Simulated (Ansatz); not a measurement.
The elements of this relaxed trial crystal are hidden behind letters.

```
lattice vectors (Å)
  -1.9402    1.9402    3.8652
   1.9402   -1.9402    3.8652
   1.9402    1.9402   -3.8652
fractional positions
X 0.5000 0.5000 0.0000
Z 0.0000 0.0000 0.0000
Z 0.7500 0.2500 0.5000
```

Level of theory: DFT PBE, scalar-relativistic, plane waves, PAW (Ansatz). Plane waves to 420 eV, a 16×16×16 mesh through Γ for the 3-atom cell and 0.10 eV Gaussian smearing; no spin polarisation.

* Space group: I-4m2 (No. 119)
* Conventional cell: a = 3.880 Å, c = 7.730 Å
* Volume per atom: 19.40 Å³
* Density: 4.21 g/cm³
* Energy over the elements: +0.02 eV/atom
* Gap on the 16×16×16 mesh of the 3-atom cell: 0 eV (a metal)

Energies are uncorrected and count from the elements' standard states at the same level.

Question: X is a d-block element of period 5 and Z is a p-block element of period 3. Which elements are they?

Answer: X = Zr, Z = Si, so the formula is ZrSi2. Density times volume gives a mean mass of 4.21 × 19.40/1.6605 = 49.2 u per atom, and this set has 49.1 u. Among the elements that the hints allow, noble gases aside, only these give it. Around Zr lie 8 Si at 2.74 Å; Si on its first site is surrounded by 4 Si at 2.74 Å and 4 Zr at 2.74 Å; around Si on its second site lie 4 Si at 2.74 Å and 4 Zr at 2.74 Å.

A structure relaxed within its symmetry needn't be a true minimum. Another cell of ZrSi2 relaxed alike, in Cmcm (a cell as deposited in COD), lies 0.69 eV/atom lower, so this cell isn't the stable form at this level.
